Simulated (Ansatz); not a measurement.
Here is an Ansatz 0.2.0 calculation.

The input input.yaml:

```yaml
crystal:
  lattice:
    - [0.0, 2.702, 2.702]
    - [2.702, 0.0, 2.702]
    - [2.702, 2.702, 0.0]
  atoms:
    - { symbol: Zn, position: [0.75, 0.75, 0.75] }
    - { symbol: S, position: [0.0, 0.0, 0.0] }
hamiltonian:
  xc: { exchange: pbe, correlation: pbe, exx: { coeff: 0.1, omega: 0.2 } }
  pseudopotentials: { kind: paw }
kpoints:
  mp_grid: { grid: [5, 5, 5] }
scf:
  occupations: { method: fermi_dirac, width: 0.05 }
output:
  forces: true
  stress: true
  eigenvalues: true
  write_density: true
  write_potential: true
  elf: true
  volumetric_format: npy
```

Potentials or basis: Ansatz PAW.

Launch:

```bash
$ ansatz run input.yaml --threads 2 --pin off --max-ram 5632MiB --backend cpu --events-out ev --progress --plain --runs-dir out
```

**Question.** Estimate the band gap on the k mesh.

**Answer.** 2.60 eV, direct.

**Question.** Estimate the pressure.

**Answer.** 1.4 GPa.

Caveat: odd divisions of the mesh miss points on the zone boundary, where band edges often lie, so the gap on the mesh can be too wide; the PAW data sets come from PBE, with cores solved anew for the run's functional, which leaves a small shift of forces and pressure; the thresholds are loose for stress.

**The experiment to reproduce.**

“Electronic, vibrational, and thermodynamic properties of ZnS (zincblende and rocksalt structure)”, 2009, arxiv:0911.5022 quotes, for a bulk crystal of ZnS at 19 K: band gap 3.85 eV (direct).

A measured gap of ZnS is 3.85 eV (direct; 19 K; quoted in “Electronic, vibrational, and thermodynamic properties of ZnS (zincblende and rocksalt structure)”, 2009, arxiv:0911.5022); the calculated 2.60 eV misses it by -1.25 eV. The value is that of HSE06 form with a typed share of exact exchange, without temperature or zero-point motion.
